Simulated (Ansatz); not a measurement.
# What strain does to LiH (rocksalt)

LiH (rocksalt), relaxed with r2SCAN in Ansatz. Space group Fm-3m (No. 225), cubic; a = 4.006 Å in the conventional setting, 8.04 Å³ an atom. Around Li lie 6 H at 2.00 Å; around H lie 6 Li at 2.00 Å.

The axes x, y and z are those of this cell:
```
Li H
1.0
     0.00000    2.00299    2.00299
     2.00299    0.00000    2.00299
     2.00299    2.00299    0.00000
Li H
1 1
Cartesian
  0.0000 0.0000 0.0000
  2.0030 2.0030 2.0030
```

Unstrained: With PBE the gap is 2.984 eV and direct, at X. The r2SCAN gap is direct at X: 3.630 eV. With HSE06 the gap is 3.971 eV and direct, at X. Meshes: PBE 10×10×10, r2SCAN 10×10×10, HSE06 8×8×8. Strains are changes of length per length. After each strain the atoms were relaxed again with r2SCAN in this cell and within any symmetry left, so distortions that break it or need a larger cell weren't tested; points keep the names that they have in the unstrained zone. No spin polarisation and no zero-point or thermal motion.

Changes of the least gap in eV (an overlap counts as a negative gap):
```csv
strain,volume change (%),space group,PBE,r2SCAN,HSE06,G0W0@PBE (mesh),"energy rise, r2SCAN (meV/atom)"
"epitaxial +1.5 % in the xy plane, free normal strain -0.48 %",+2.5,I4/mmm,-0.166,-0.175,-0.183,-0.17,1.0
"epitaxial -5.0 % in the xy plane, free normal strain +1.41 %",-8.5,I4/mmm,-0.839,-0.854,-0.867,-0.88,13.4
"epitaxial -1.0 % in the plane normal to [111], free normal strain +0.02 %",-2.0,R-3m,-0.015,-0.013,-0.013,-0.02,0.5
isotropic -2.0 % on every length,-5.9,Fm-3m,-0.048,-0.041,-0.040,-0.05,3.4
uniaxial -1.5 % along x,-1.5,I4/mmm,-0.157,-0.159,-0.165,-0.17,0.5
```
Unstrained, G0W0@PBE with 67 empty bands, a screening cutoff of 150 eV and a 6×6×6 mesh gives 4.80 eV on its mesh; the band count follows the volume. The G0W0 figures hold for the stated bands, cutoff and mesh and aren't extrapolated.

Epitaxial +1.5 % in the xy plane, free normal strain -0.48 %. HSE06: the gap goes from 3.971 to 3.788 eV (-0.183 eV); it turns from direct (X) to indirect (X → X [(1/2, 0, 1/2)]); the X points, equivalent before, split by 163 meV, and the valence top lies at those like (1/2, 1/2, 0); the X points, equivalent before, split by 274 meV, and the conduction bottom lies at those like (1/2, 0, 1/2). Stress change with r2SCAN, compression positive: xx -1.27, yy -1.27, zz +0.02 GPa.

Epitaxial -5.0 % in the xy plane, free normal strain +1.41 %. HSE06: the gap goes from 3.971 to 3.104 eV (-0.867 eV); it turns from direct (X) to indirect (X → X [(1/2, 1/2, 0)]); the X points, equivalent before, split by 583 meV, and the valence top lies at those like (1/2, 0, 1/2); the X points, equivalent before, split by 953 meV, and the conduction bottom lies at those like (1/2, 1/2, 0). Stress change with r2SCAN, compression positive: xx +6.00, yy +6.00, zz +0.04 GPa.

Epitaxial -1.0 % in the plane normal to [111], free normal strain +0.02 %. HSE06: the gap goes from 3.971 to 3.958 eV (-0.013 eV). Stress change with r2SCAN, compression positive: xx +0.74, yy +0.74, zz +0.74, xy -0.36, xz -0.36, yz -0.36 GPa.

Isotropic -2.0 % on every length. HSE06: the gap goes from 3.971 to 3.931 eV (-0.040 eV). Stress change with r2SCAN, compression positive: xx +2.42, yy +2.42, zz +2.42 GPa. For HSE06, dE_g/d ln V = 0.7 eV over this step.

Uniaxial -1.5 % along x, other directions held. HSE06: the gap goes from 3.971 to 3.806 eV (-0.165 eV); it turns from direct (X) to indirect (X → X [(1/2, 0, 1/2)]); the X points, equivalent before, split by 127 meV, and the valence top lies at those like (0, 1/2, 1/2); the X points, equivalent before, split by 217 meV, and the conduction bottom lies at those like (1/2, 0, 1/2). Stress change with r2SCAN, compression positive: xx +1.34, yy +0.19, zz +0.19 GPa.

The meshes of the hybrids are coarse, so their gaps aren't converged to the digits shown.
